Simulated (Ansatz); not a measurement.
# TiSi4Mo: the cost of one run

Program: Ansatz 0.2.0. Level of theory: DFT PBE, scalar-relativistic, plane waves, PAW. These are calculated values, not measurements.

### Step 1. The structure to begin with

It takes space group P4/mmm (No. 123, tetragonal). Conventional cell: a = 3.358 Å, b = 3.358 Å, c = 8.250 Å, α = 90.00°, β = 90.00°, γ = 90.00°. Ti (site symmetry 4/mmm) has 10 Si at 2.75 Å as nearest neighbours. Si (site symmetry 4mm) is surrounded by 5 Si at 2.74 to 2.76 Å and 4 Mo at 2.75 Å and 1 Ti at 2.75 Å. Si (site symmetry 4mm) has 5 Si at 2.74 to 2.76 Å and 4 Ti at 2.75 Å and 1 Mo at 2.75 Å as nearest neighbours. Around Mo (site symmetry 4/mmm) lie 10 Si at 2.75 Å.

Structure file:

```cif
data_structure
_symmetry_space_group_name_H-M 'P4/mmm'
_symmetry_Int_Tables_number 123
_cell_length_a 3.3583
_cell_length_b 3.3583
_cell_length_c 8.2498
_cell_angle_alpha 90.000
_cell_angle_beta 90.000
_cell_angle_gamma 90.000
_cell_volume 93.04
loop_
_atom_site_label
_atom_site_type_symbol
_atom_site_symmetry_multiplicity
_atom_site_Wyckoff_symbol
_atom_site_fract_x
_atom_site_fract_y
_atom_site_fract_z
_atom_site_occupancy
Ti1 Ti 1 a 0.00000 0.00000 0.00000 1
Si1 Si 2 g 0.00000 0.00000 0.33300 1
Si2 Si 2 h 0.50000 0.50000 0.83300 1
Mo1 Mo 1 d 0.50000 0.50000 0.50000 1
```

The start is an ordering of an alloy on its end members' structure types: elements ordered on the sites of the Si2Mo type, Ti/Mo on Mo (P4/mmm, No. 123).

### Step 2. A first look at the guess

Input file input.yaml:

```yaml
crystal:
  lattice:
    - [3.35825414, 0.0, 0.0]
    - [0.0, 3.35825414, 0.0]
    - [0.0, 0.0, 8.24976112]
  atoms:
    - { symbol: Ti, position: [0.0, 0.0, 0.0] }
    - { symbol: Si, position: [0.0, 0.0, 0.333] }
    - { symbol: Si, position: [0.5, 0.5, 0.833] }
    - { symbol: Si, position: [0.0, 0.0, 0.667] }
    - { symbol: Si, position: [0.5, 0.5, 0.167] }
    - { symbol: Mo, position: [0.5, 0.5, 0.5] }
basis:
  ecutwfc: 420
kpoints:
  mp_grid: { grid: [6, 6, 2] }
hamiltonian:
  xc: pbe
scf:
  occupations: { method: gaussian, width: 0.1 }
  lower_state_search: "off"
output:
  forces: true
  stress: true
  eigenvalues: true
```

Launch:

```sh
$ ansatz run input.yaml --threads 1 --pin off --max-ram 2560MiB --backend cpu --events-out ev --progress --plain --runs-dir out
```

**Question.** How long does this run take on 1 thread of Intel Xeon Platinum 8375C at 2.90GHz (Ice Lake), shared host, and how much memory does it need?

About 4.1 s, with a peak of 0.43 GiB.
